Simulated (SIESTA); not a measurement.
# Ti in SIESTA: the effect of basis

Ti:

```xyz
2
Lattice="2.9500 0.0000 0.0000 -1.4750 2.5548 0.0000 0.0000 0.0000 4.6800" Properties=species:S:1:pos:R:3 pbc="T T T"
Ti    1.4750    0.8516    3.5100
Ti    0.0000    1.7032    1.1700
```

Alike in all runs:

| Property | Result |
| --- | --- |
| Program | SIESTA 5.4.2 |
| Task | band structure |
| Functional | PBEsol |
| Potentials or basis | PseudoDojo 0.4 standard (PBEsol files) |
| Grid cutoff | 800 Ry |
| Energy shift | 0.003 Ry |
| k mesh | 10 × 10 × 6 |
| Occupations | fermi-dirac, width 0.05 eV |
| Spin | no spin polarisation |

| basis | pressure (GPa) |
| --- | --- |
| SZ | ? |
| SZP | -2.4 |
| DZ | -8.5 |
| DZP | -5.5 |
| TZP | -5.6 |
| TZDP | -5.7 |

Task: What does the run with basis SZ give?

Result: Pressure -14.3 GPa.

Caveats: the basis of atomic orbitals isn't converged, which shifts pressures, moduli and gaps; the basis has no polarisation orbitals (some runs).
